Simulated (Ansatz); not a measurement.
Crystal: Fe.

```
Fe
1.0
     0.00000    1.94174    1.96511
     1.49844    0.00000    1.96511
     1.49844    1.94174    0.00000
Fe
1
Direct
  0.00000 0.00000 0.00000
```

```yaml
Program: Ansatz 0.2.0
Task: relaxation of cell and atoms
Functional: PBEsol
Dispersion: D4
Potentials_or_basis: Ansatz PAW
Cutoff: "420 eV (not typed: the program's choice for these potentials)"
k_mesh: 13 × 13 × 13
Occupations: fermi-dirac, width 0.05 eV
Spin: collinear spin, ferromagnetic start
Starting_moments: "[3.0] μB"
```

At the start: volume 11.44 Å³/atom.

Q: Where does the relaxation end?

A: It ends after 6 steps and the volume is 10.66 Å³/atom (-6.8 %); space group Im-3m (No. 229, to 0.05 Å); moment 2.04 μB per cell.

The path:
| step | energy change (eV) | largest force (eV/Å) | volume (Å³) |
| --- | --- | --- | --- |
| 1 | 0.0000 | 0.0000 | 11.44 |
| 2 | -0.0398 | 0.0000 | 10.99 |
| 3 | -0.0536 | 0.0000 | 10.54 |
| 4 | -0.0546 | 0.0000 | 10.66 |
| 5 | -0.0547 | 0.0000 | 10.66 |
| 6 | -0.0542 | 0.0000 | 10.66 |

Final structure:
```cif
data_structure
_symmetry_space_group_name_H-M 'P 1'
_symmetry_Int_Tables_number 1
_cell_length_a 2.7722
_cell_length_b 2.4011
_cell_length_c 2.4010
_cell_angle_alpha 70.522
_cell_angle_beta 54.742
_cell_angle_gamma 54.736
_cell_volume 10.66
loop_
_atom_site_label
_atom_site_type_symbol
_atom_site_fract_x
_atom_site_fract_y
_atom_site_fract_z
_atom_site_occupancy
Fe1 Fe 0.00000 0.00000 0.00000 1
```

Caveat: the plane-wave basis is chosen anew once the cell has moved, so the energies of steps on either side of that aren't comparable; pairwise dispersion overbinds metals, which lowers pressure and volume; the PAW data sets come from PBE, with cores solved anew for the run's functional, which leaves a small shift of forces and pressure.
